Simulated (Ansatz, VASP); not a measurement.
MgO in VASP and in Ansatz

The input INCAR:

```
SYSTEM = MgO
PREC = Accurate
ENCUT = 520
EDIFF = 1E-6
ISMEAR = 0
SIGMA = 0.05
LREAL = .FALSE.
LASPH = .TRUE.
NELM = 80
ALGO = Normal
ISIF = 2
LWAVE = .FALSE.
LCHARG = .FALSE.
GGA = PE
NBANDS = 11
```

File KPOINTS:

```
Automatic mesh
0
G
  10 10 10
  0 0 0
```

File POSCAR:

```
MgO
1.0
    0.0000000000      2.1351500000      2.1351500000
    2.1351500000      0.0000000000      2.1351500000
    2.1351500000      2.1351500000      0.0000000000
Mg O
1 1
Direct
    0.0731798703     -0.0731798703      0.0731798703
    0.5000000000      0.5000000000      0.5000000000
```

Input for Ansatz:

```yaml
crystal:
  lattice:
    - [0.0, 2.13515, 2.13515]
    - [2.13515, 0.0, 2.13515]
    - [2.13515, 2.13515, 0.0]
  atoms:
    - { symbol: Mg, position: [0.0731798703, -0.0731798703, 0.0731798703] }
    - { symbol: O, position: [0.5, 0.5, 0.5] }
basis:
  ecutwfc: 420
kpoints:
  mp_grid: { grid: [10, 10, 10] }
hamiltonian:
  xc: pbe
scf:
  occupations: { method: gaussian, width: 0.05 }
output:
  forces: true
  stress: true
  eigenvalues: true
```

Change from the starting cell: all Mg atoms moved +0.312 Å, as atom 1 along Cartesian [0 1 0].

Alike in both runs: task single point; functional PBE; k mesh 10 × 10 × 10; occupations gaussian, width 0.05 eV; no spin polarisation.

```csv
,VASP,Ansatz
version,VASP 6.6.1,Ansatz 0.2.0
potentials or method,"VASP PAW PBE potentials, release 64 (Mg, O)","scalar-relativistic, plane waves, PAW"
plane-wave cutoff (eV),520,420
valence electrons in the cell,8,16
```

```tsv
	VASP	Ansatz	Ansatz less VASP
gap on the k mesh at the Fermi level (eV)	4.32	4.34	+0.016
least direct gap on the mesh (eV)	4.32	4.34	+0.016
pressure (GPa)	7.2	7.7	+0.54
largest component of the traceless stress (GPa)	22.39	22.03	-0.365
rms of the force components (eV/Å)	1.482	1.459	-0.0235
```

Atom by atom the forces differ by 0.023 eV/Å (rms over components). The two sets of potentials don't hold the same shells in valence.

Caveats: forces of over 1 eV/Å show positions far from the minimum, so gaps and moduli don't describe the material at rest.
